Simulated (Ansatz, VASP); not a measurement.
## NaCl in two plane-wave programs

Wanted: the spread between two codes on one cell, functional and k mesh.

Program: Ansatz 0.2.0. Level of theory: plane waves, with VASP 6.6.1 beside it; single point at HSE06. Results are calculated unless marked as measured.

The database entry behind the starting cell differs from later determinations by our own check (an axis about 0.4 % short against later determinations), so it need not match the best structure at ambient conditions.

### Step 1. The structure

Symmetry: Fm-3m, No. 225, cubic system. Conventional cell: a = 5.620 Å, b = 5.620 Å, c = 5.620 Å, α = 90.00°, β = 90.00°, γ = 90.00°. Na has 6 Cl at 2.81 Å nearest. Cl has 6 Na at 2.81 Å nearest. Farther neighbours and most contacts between anions are not listed.

### Step 2. VASP: single point, HSE06

With cell and atoms fixed, the geometry can't cause a difference; cores, projectors, grids and the points listed under the comparison can.

Lines of VASP's logs that name or quote its potential files are left out, and so is its time.

The run reads the wave functions of an earlier VASP run, which isn't shown here.

INCAR reads:

```
SYSTEM = NaCl
PREC = Accurate
ENCUT = 400
EDIFF = 1E-08
NELM = 100
ISMEAR = 0
SIGMA = 0.01
LREAL = .FALSE.
ALGO = Normal
LHFCALC = .TRUE.
AEXX = 0.25
GGA = PE
HFSCREEN = 0.2
LASPH = .TRUE.
NBANDS = 14
PRECFOCK = Fast
LORBIT = 11
LWAVE = .TRUE.
LCHARG = .FALSE.
KPAR = 8
```

POSCAR reads:

```
NaCl
1.0
    0.0000000000      2.8100000000      2.8100000000
    2.8100000000      0.0000000000      2.8100000000
    2.8100000000      2.8100000000      0.0000000000
Na Cl
1 1
Direct
    0.0000000000      0.0000000000      0.0000000000
    0.5000000000      0.5000000000      0.5000000000
```

KPOINTS reads:

```
Automatic mesh
0
Gamma
6 6 6
0 0 0
```

Potentials, in the order of the species: Na_sv_GW and Cl_GW (PBE family, release 64).

Launch:

```sh
> mpirun -np 8 vasp_std
```

Numbers of over 12 decimals in the logs are rounded to 6 here.

Output:

```text
[banner, memory and clock lines left out]
running    8 mpi-ranks, on    1 nodes
 distrk:  each k-point on    1 cores,    8 groups
 distr:  one band on    1 cores,    1 groups

 POSCAR found type information on POSCAR NaCl
 POSCAR found :  2 types and       2 ions
|                                                                             |
|           W    W    AA    RRRRR   N    N  II  N    N   GGGG   !!!           |
|           W    W   A  A   R    R  NN   N  II  NN   N  G    G  !!!           |
|           W    W  A    A  R    R  N N  N  II  N N  N  G       !!!           |
|           W WW W  AAAAAA  RRRRR   N  N N  II  N  N N  G  GGG   !            |
|           WW  WW  A    A  R   R   N   NN  II  N   NN  G    G                |
|           W    W  A    A  R    R  N    N  II  N    N   GGGG   !!!           |
|                                                                             |
|     For optimal performance we recommend to set                             |
|       NCORE = 2 up to number-of-cores-per-socket                            |
|     NCORE specifies how many cores store one orbital (NPAR=cpu/NCORE).      |
|     This setting can greatly improve the performance of VASP for DFT.       |
|     The default, NCORE=1 might be grossly inefficient on modern             |
|     multi-core architectures or massively parallel machines. Do your        |
|     Unfortunately you need to use the default for GW and RPA                |
|     calculations (for HF NCORE is supported but not extensively tested      |
|     yet).                                                                   |
|                                                                             |

 LDA part: xc-table for (Slater+PW92), standard interpolation
 found WAVECAR, reading the header
 POSCAR, INCAR and KPOINTS ok, starting setup
 FFT: planning ... GRIDC
 FFT: planning ... GRID_SOFT
 FFT: planning ... GRID
 reading WAVECAR
 the WAVECAR file was read successfully
 initial charge from wavefunction
 entering main loop
       N       E                     dE             d eps       ncg     rms          rms(c)
DAV:   1    -0.993378481533E+01   -0.99338E+01   -0.12993E-01   496   0.376E+00    0.277E-01
DAV:   2    -0.993411460412E+01   -0.32979E-03   -0.44180E-03   624   0.108E+00    0.163E-01
DAV:   3    -0.993381469986E+01    0.29990E-03   -0.68401E-04   604   0.469E-01    0.874E-02
DAV:   4    -0.993376467270E+01    0.50027E-04   -0.69162E-05   592   0.137E-01    0.506E-02
DAV:   5    -0.993374977790E+01    0.14895E-04   -0.88801E-06   550   0.376E-02    0.303E-02
DAV:   6    -0.993374494154E+01    0.48364E-05   -0.26214E-06   550   0.147E-02    0.183E-02
DAV:   7    -0.993374335785E+01    0.15837E-05   -0.10412E-06   544   0.854E-03    0.111E-02
DAV:   8    -0.993374297904E+01    0.37881E-06   -0.45792E-07   524   0.568E-03    0.673E-03
DAV:   9    -0.993374282662E+01    0.15242E-06   -0.20331E-07   514   0.430E-03    0.411E-03
DAV:  10    -0.993374275285E+01    0.73771E-07   -0.89054E-08   514   0.305E-03    0.253E-03
DAV:  11    -0.993374269848E+01    0.54374E-07   -0.38496E-08   514   0.160E-03    0.158E-03
DAV:  12    -0.993374267141E+01    0.27068E-07   -0.17143E-08   476   0.104E-03    0.986E-04
DAV:  13    -0.993374265026E+01    0.21150E-07   -0.71141E-09   410   0.687E-04    0.623E-04
DAV:  14    -0.993374263491E+01    0.15350E-07   -0.43776E-09   356   0.582E-04    0.396E-04
DAV:  15    -0.993374262382E+01    0.11092E-07   -0.18088E-09   314   0.418E-04    0.252E-04
DAV:  16    -0.993374261593E+01    0.78817E-08   -0.97066E-10   278   0.309E-04
   1 F= -.99337426E+01 E0= -.99337426E+01  d E =-.119976E-32
 writing wavefunctions
```

Parts of OUTCAR (step 2):

```text
ion  position               nearest neighbor table
   1  0.000  0.000  0.000-
   2  0.500  0.500  0.500-

  LATTYP: Found a face centered cubic cell.
 ALAT       =     5.6200000000

 Subroutine GETGRP returns: Found 48 space group operations
 (whereof 48 operations were pure point group operations)

The static configuration has the point symmetry O_h .

 Found     16 irreducible k-points:

   k-points           NKPTS =     16   k-points in BZ     NKDIM =    216   number of bands    NBANDS=     14

   dimension x,y,z NGX =    28 NGY =   28 NGZ =   28
   dimension x,y,z NGXF=    56 NGYF=   56 NGZF=   56

   ENCUT  =  400.0 eV  29.40 Ry    5.42 a.u.   6.48  6.48  6.48*2*pi/ulx,y,z

   NELECT =      16.0000    total number of electrons

 k-points in reciprocal lattice and weights: Automatic mesh
   0.00000000  0.00000000  0.00000000       0.005
   0.16666667  0.00000000  0.00000000       0.037
   0.33333333  0.00000000  0.00000000       0.037
   0.50000000  0.00000000  0.00000000       0.019
   0.16666667  0.16666667  0.00000000       0.028
   0.33333333  0.16666667  0.00000000       0.111
   0.50000000  0.16666667  0.00000000       0.111
  -0.33333333  0.16666667  0.00000000       0.111
  -0.16666667  0.16666667  0.00000000       0.056
[...]
-0.33333333  0.33333333  0.16666667       0.111
  -0.33333333  0.50000000  0.16666667       0.056

  exchange ACFDT corr.  =         0.00000000  see jH, gK, PRB 81, 115126

 average (electrostatic) potential at core
       1 -49.4626       2 -80.0376

 E-fermi :  -1.8026

 k-point     1 :       0.0000    0.0000    0.0000
  band No.  band energies     occupation
    ...
      4     -24.7275      2.00000
      5     -15.7617      2.00000
      6      -1.8840      2.00000
      7      -1.8840      2.00000
      8      -1.8840      2.00000
      9       4.6888      0.00000
     10      10.7137      0.00000
     11      10.7137      0.00000
     12      10.7137      0.00000
     13      12.9796      0.00000
    ...

 k-point     2 :       0.1667    0.0000    0.0000
  band No.  band energies     occupation
    ...
      4     -24.7284      2.00000
      5     -15.6729      2.00000
      6      -2.5106      2.00000
      7      -1.9601      2.00000
      8      -1.9601      2.00000
      9       5.5187      0.00000
     10       9.9036      0.00000
     11      11.0173      0.00000
     12      11.0173      0.00000
     13      12.6659      0.00000
    ...

 k-point     3 :       0.3333    0.0000    0.0000
  band No.  band energies     occupation
    ...
      4     -24.7293      2.00000
      5     -15.4874      2.00000
      6      -3.5199      2.00000
      7      -2.1056      2.00000
      8      -2.1056      2.00000
      9       6.6158      0.00000
     10       9.7975      0.00000
     11      10.8560      0.00000
     12      10.8561      0.00000
     13      13.7774      0.00000
    ...

  energy-cutoff  :      400.00
  volume of cell :       44.38
      direct lattice vectors                 reciprocal lattice vectors
     0.000000000  2.810000000  2.810000000    -0.177935943  0.177935943  0.177935943
     2.810000000  0.000000000  2.810000000     0.177935943 -0.177935943  0.177935943
     2.810000000  2.810000000  0.000000000     0.177935943  0.177935943 -0.177935943

 POSITION                                       TOTAL-FORCE (eV/Angst)
 -----------------------------------------------------------------------------------
      0.00000      0.00000      0.00000        -0.000000      0.000000     -0.000000
      2.81000      2.81000      2.81000         0.000000     -0.000000      0.000000
 -----------------------------------------------------------------------------------
    total drift:                               -0.000000     -0.000000     -0.000000

  FREE ENERGIE OF THE ION-ELECTRON SYSTEM (eV)
  ---------------------------------------------------
  free  energy   TOTEN  =        -9.9337426159 eV

  energy  without entropy=       -9.9337426159  energy(sigma->0) =       -9.93374262

 total charge
# of ion       s       p       d       tot
------------------------------------------
    1        2.006   5.986   0.016   8.008
    2        1.564   3.554   0.001   5.120
--------------------------------------------------
tot          3.570   9.540   0.017  13.127

[... 3 further parts left out ...]
```

### Step 3. Ansatz: single point, HSE06

Ansatz runs on its default PAW (the set named soft_2) files.

The same cell, functional, mesh and smearing now go to Ansatz, which takes its cutoff from its data sets.

input.yaml reads:

```yaml
crystal:
  lattice:
    - [0.0, 2.81, 2.81]
    - [2.81, 0.0, 2.81]
    - [2.81, 2.81, 0.0]
  atoms:
    - { symbol: Na, position: [0.0, 0.0, 0.0] }
    - { symbol: Cl, position: [0.5, 0.5, 0.5] }
hamiltonian:
  xc: { exchange: pbe, correlation: pbe, exx: { coeff: 0.25, omega: 0.2 } }
  pseudopotentials: { kind: paw }
kpoints:
  mp_grid: { grid: [6, 6, 6] }
scf:
  occupations: { method: gaussian, width: 0.01 }
  n_extra_bands: 4
output:
  forces: true
  stress: true
  eigenvalues: true
```

Launch:

```sh
> ansatz run input.yaml --threads 4 --pin off --max-ram 9216MiB --backend cpu --events-out ev --progress --plain --runs-dir out
```

Output:

```text
Warning: output.stress: scf.convergence.dr2_threshold = 1e-7 eV (the SCF's general default) is looser than the 2e-10 eV advised for a printed stress (1e-10 eV for each atom of the cell: 2). What an SCF threshold leaves in a stress goes as its square root, and in the free energy as the threshold itself, and one threshold admits the most on a small cell: [figures from the program's tests cut] Set scf.convergence.dr2_threshold to 2e-10 eV or tighter. The threshold is an SCF's pass mark: one that does not reach it within its budget of iterations ends unconverged, or closes short of it on a stop that the run arms, and scf.convergence.dr2_threshold's page says what that costs each kind of run
Warning: output.stress: scf.exx.energy_threshold = 1e-6 eV is looser than the 2e-8 eV advised for a stress under a hybrid functional (1e-8 eV for each atom of the cell: 2). Every SCF of the exchange loop can meet its threshold on dr2 while the loop round them stops early: no threshold on dr2 bounds what that leaves in the stress. Set scf.exx.energy_threshold to 2e-8 eV or tighter. The threshold is the loop's pass mark: a loop that does not reach it within its budget of cycles ends unconverged, and scf.exx.energy_threshold's page has the law
scf.n_extra_bands = 4 over 8 filled bands (N_el = 16.0): the run solves 12 bands
Engine: ansatz 0.2.0, x86_64-unknown-linux-gnu
Pseudopotentials: kind: paw
Pseudopotential: Na, paw, valence charge 9, recommended cutoff 420 eV (normal), Na.paw.azcp
Pseudopotential: Cl, paw, valence charge 7, recommended cutoff 420 eV (normal), Cl.paw.azcp
Functional definition: unnamed
  parameter a_1 = 0.25
  parameter omega_1 = 0.2/angstrom
  exchange = pbe_x + (-a_1)*pbe_x_sr(omega_1) + a_1*exact_x_sr(omega_1)
  correlation = pbe_c
Crystal: 2 atoms, lattice volume = 44.376 Å³
Basis set: ecut = 420 eV, 893 PW (Γ), exchange–correlation on 54×54×54 points (8 copies of the dense FFT grid, shifted against one another)
Bands: 12, of which v1, the nominal top of the filled ones, is band 8 counted from 1 (7 counted from 0)
Symmetry: 48 space group operations
Space group: Fm-3m (ITA 225), of the structure as read, at distance tolerance 3.5e-5 Å
k-points: 16 of 216
Non-local potential: Na, projectors of the file, l = 0: 3, l = 1: 2, l = 2: 1
Non-local potential: Cl, projectors of the file, l = 0: 2, l = 1: 2, l = 2: 2
PAW form: soft (Blöchl's): semilocal exchange-correlation on the pseudo side does not see the compensation charge
PAW frozen core: Na, regenerated for the run's functional, and the local potential with it (the file was generated under x = pbe(κ = 0.804, μ = 0.219515), c = pbe(β = 0.066725))
PAW frozen core: Cl, regenerated for the run's functional, and the local potential with it (the file was generated under x = pbe(κ = 0.804, μ = 0.219515), c = pbe(β = 0.066725))
PAW one-centre angular grid: Na, 110 points (default); XC on 96 Gauss nodes
PAW one-centre angular grid: Cl, 110 points (default); XC on 64 Gauss nodes
Initial density: superposition of atomic densities (neutral atoms: chi_scale 0, normalization atom), corrected by the library's trained network
Initial wavefunctions: pseudopotential atomic-orbital guess
Functional: x = pbe(κ = 0.804, μ = 0.219515), c = pbe(β = 0.066725), warm-up for x = pbe(κ = 0.804, μ = 0.219515) + 0.25 (exact − pbe) at short range (hse, ω = 0.2 Å⁻¹), c = pbe(β = 0.066725)
SCF iter   1: F=—  HF=-2569.547786 eV  |F-HF|=—  |Δ(HF+E_count)|=         —  Δρ=6.02e-4  dr2=2.11e-4  ethr=1.77e-3  ⟨swp⟩=2.1  Hψ=1292  notcnv=0
preconditioner: auto → none  [insulator: Δε(μ)=5.138 eV  Ē_g=20.985 eV  σ=0.010 eV  W_gap=1.00  n_scr=14 (ndim 8)  ℏωp=20.9 eV  f_vac=0.032  D(μ)=0.00/eV (n_scr^D=0)]
iter 2 solved again at ethr=1.25e-8 eV; its pass at ethr=1.32e-6 eV (dr2=1.99e-6 eV) is discarded
SCF iter   2: F=-2569.547679 eV  HF=-2569.547683 eV  |F-HF|=4.12e-6  |Δ(HF+E_count)|=   1.02e-4  Δρ=8.38e-5  dr2=1.97e-6  ethr=1.25e-8  ⟨swp⟩=2.7  Hψ=877  notcnv=0  defer=5
SCF 1 stopped early in 2 iterations: F = -2569.547679 eV  dr2 = 1.97e-6
  greatest PAW one-centre occupation: 0.999 electrons in one spin orbital (limit 2), on the Na atom at site 0 (counted from 0), in its partial waves of l = 0
Initial density: handed on by an earlier stage of this run
Initial wavefunctions: those handed on with the density
Functional: x = pbe(κ = 0.804, μ = 0.219515) + 0.25 (exact − pbe) at short range (hse, ω = 0.2 Å⁻¹), c = pbe(β = 0.066725)
Exchange kernel: α = 0.2500, screened, ω = 0.2000 Å⁻¹, Wigner–Seitz truncation, v(0) = 1130.3381 eV·Å³, q-mesh 6×6×6, nearest image of the exchange supercell L = 23.84 Å, pair-density grid 15×15×15, without the augmentation charges, whose exchange is taken in its separable form by FFT convolution over the k-point mesh (sized by the pseudopotential files, 24×24×24 at the most), smooth part of the exact exchange by density-matrix convolution
Frozen-core exchange: fock
SCF iter   1: F=—  HF=-2570.502445 eV  |F-HF|=—  |Δ(HF+E_count)|=         —  Δρ=4.90e-3  dr2=5.71e-3  ethr=1.23e-7  ⟨swp⟩=8.6  Hψ=1025  notcnv=0
preconditioner: auto → none  [insulator: Δε(μ)=6.516 eV  Ē_g=15.505 eV  σ=0.010 eV  W_gap=1.00  n_scr=14 (ndim 8)  ℏωp=15.8 eV  f_vac=0.032  D(μ)=0.00/eV (n_scr^D=0)]
SCF iter   2: F=—  HF=-2570.499484 eV  |F-HF|=—  |Δ(HF+E_count)|=   2.96e-3  Δρ=1.38e-3  dr2=6.59e-4  ethr=1.23e-7  ⟨swp⟩=4.0  Hψ=577  notcnv=0
SCF iter   3: F=—  HF=-2570.501121 eV  |F-HF|=—  |Δ(HF+E_count)|=   1.64e-3  Δρ=6.76e-4  dr2=1.31e-4  ethr=1.23e-7  ⟨swp⟩=4.1  Hψ=604  notcnv=0
SCF iter   4: F=—  HF=-2570.501085 eV  |F-HF|=—  |Δ(HF+E_count)|=   3.61e-5  Δρ=1.38e-4  dr2=6.19e-6  ethr=1.23e-7  ⟨swp⟩=3.0  Hψ=454  notcnv=0
SCF iter   5: F=-2570.501086 eV  HF=-2570.501085 eV  |F-HF|=1.17e-6  |Δ(HF+E_count)|=   4.01e-7  Δρ=1.36e-5  dr2=8.81e-7  ethr=3.39e-8  ⟨swp⟩=2.0  Hψ=320  notcnv=0
SCF 2 stopped early in 5 iterations: F = -2570.501086 eV  dr2 = 8.81e-7
hybrid outer 1: dexx = +1.815e-3 eV, tail = 7.95e-6 eV
Exchange kernel: α = 0.2500, screened, ω = 0.2000 Å⁻¹, Wigner–Seitz truncation, v(0) = 1130.3381 eV·Å³, q-mesh 6×6×6, nearest image of the exchange supercell L = 23.84 Å, pair-density grid 15×15×15, without the augmentation charges, whose exchange is taken in its separable form by FFT convolution over the k-point mesh (sized by the pseudopotential files, 24×24×24 at the most), smooth part of the exact exchange by density-matrix convolution
Frozen-core exchange: fock
SCF iter   1: F=—  HF=-2570.501032 eV  |F-HF|=—  |Δ(HF+E_count)|=         —  Δρ=4.29e-5  dr2=4.59e-7  ethr=2.49e-7  ⟨swp⟩=4.0  Hψ=468  notcnv=0
preconditioner: auto → none  [insulator: Δε(μ)=6.549 eV  Ē_g=15.513 eV  σ=0.010 eV  W_gap=1.00  n_scr=14 (ndim 8)  ℏωp=15.8 eV  f_vac=0.033  D(μ)=0.00/eV (n_scr^D=0)]
SCF iter   2: F=-2570.501032 eV  HF=-2570.501032 eV  |F-HF|=6.22e-9  |Δ(HF+E_count)|=   1.89e-7  Δρ=5.15e-6  dr2=9.84e-9  ethr=2.58e-9  ⟨swp⟩=3.0  Hψ=435  notcnv=0
SCF 3 converged in 2 iterations: F = -2570.501032 eV  dr2 = 9.84e-9
  Residual-converged pass: ⟨swp⟩=3.1  Hψ=426  notcnv=0  max |occ|·‖R‖ = 2.3e-6 eV (tolerance 2.4e-6 eV)  dr2=9.84e-9  dr2_onsite=2.41e-9  max |Δocc| = 0.0e0
hybrid outer 2: dexx = +6.184e-8 eV, tail = 2.59e-8 eV, Δε = 2.81e-3 eV (about 2.43e-4 eV left of the loop's levels)
hybrid SCF converged: 2 outer / 7 inner (+2 warm-up), last move |dexx| = 6.18e-8 eV, tail = 2.59e-8 eV
Stability not checked: this state was not tested for a lower state beside it, because the functional holds exact exchange (a hybrid, or Hartree-Fock), whose exchange loop this test does not read (fock_operator; see scf.lower_state_search)
Free energy (F): -2570.501032 eV
Frozen-core exchange: fock
Harris-Foulkes:  -2570.501032 eV  (|F-HF|=6.22e-9)
Internal energy: -2570.501032 eV  (E = F + TS)
E sigma→0 (E₀):  -2570.501032 eV
Fermi energy:    3.454416 eV
--- Per-component energies (eV) ---
  E_band       = -271.516459
  E_kinetic    = 283.496706
  E_local      = -1526.315988  (includes V_loc(G=0)·N_el)
  E_nonlocal   = 143.640697
  E_hartree    = 538.889793
  E_xc         = -118.085582
  E_vxc        = -138.184468  (∫ρ·V_xc dr)
  E_exx        = -58.684518  (= α·E_x^exact, valence–valence)
  E_paw        = -893.811928  (= ΣΔE_a)
  E_vpaw       = 5.436705  (= ΣTr[D̂ρ^β])
  E_aug_tail   = 0.000067  (compensation charges beyond the density's cutoff)
  E_ewald      = -939.485157
  E_core_change = -0.145122  (= ΣΔE_core)
  E_smearing   = -0.000000  (= −TS)
  E_closure    = -0.000001  (closes the sum)
  Σ components = -2570.501032   (vs F -2570.501032, Δ=0.00e0)
--- Forces (eV/Å), atoms counted from 1 ---
  atom   1  Na     0.00000000     0.00000000     0.00000000
  atom   2  Cl     0.00000000    -0.00000000     0.00000000
  max |Σ_I F_I| component: 1.89e-29 eV/Å
--- Stress (GPa, compression-positive) ---
        0.461211       0.000000       0.000000
        0.000000       0.461211       0.000000
        0.000000       0.000000       0.461211
  P = ⅓ Tr σ = 0.4612 GPa (4.612 kbar)
--- Band table (eV; the first three rows and the last of 16) ---
  k-point 0: bands = [... 4 lower, -13.6926, 0.1799, 0.1799, 0.1799, 6.7289, 12.7695, 12.7695, 12.7695]
  k-point 1: bands = [... 4 lower, -13.6035, -0.4488, 0.1039, 0.1039, 7.5624, 11.9604, 13.0729, 13.0729]
  k-point 2: bands = [... 4 lower, -13.4174, -1.4603, -0.0416, -0.0416, 8.6712, 11.8440, 12.9110, 12.9110]
  k-point 15: bands = [... 4 lower, -13.2497, -1.3837, -0.8129, -0.5929, 10.1205, 10.4686, 12.2517, 13.9088]
```

Elapsed: 7.4 s, on 4 threads of AMD EPYC 7B13 (Zen 3), shared host; peak memory 1 GiB.

The run ends at a pressure of 0.46 GPa.

### Step 4. Comparison

Known differences besides the potentials themselves: exact exchange at q = 0 is treated differently, which shows on coarse meshes; VASP keeps PBE cores, Ansatz makes them for the functional; the cutoff is 420 eV in Ansatz and 400 eV in VASP; VASP takes a coarser grid for exact exchange (PRECFOCK = Fast). Total energies have different zeros and are not compared.

Compared:

```csv
quantity,Ansatz,VASP,difference
gap on the k mesh (eV),6.549,6.573,-0.024
```

A gap on the mesh is an upper bound, since the band edges may lie between its points.

### Step 5. Results

| Item | Value |
| --- | --- |
| difference in gap on the k mesh (single point, HSE06) | -0.024 eV |

**Reading.** The difference in gap on the k mesh is -0.024 eV (single point, HSE06), within the 0.08 eV picked in this series as the mark of a large difference. Such differences can come from data sets, numerical settings and the points named under the comparisons, not from the functional's error against experiment.

[Lines on the potential files, build, host, timing and source positions are cut from VASP's logs without a mark.]

[Logs are printed without paths, hosts, clocks, repeated set-up lines and the standing remarks that a program may print on its own settings, such as how far it seeks lower states.]

[Hosts, paths, dates, database ids (printed as entryN), source tags and the programs' standing remarks are cut or masked in the printed files.]
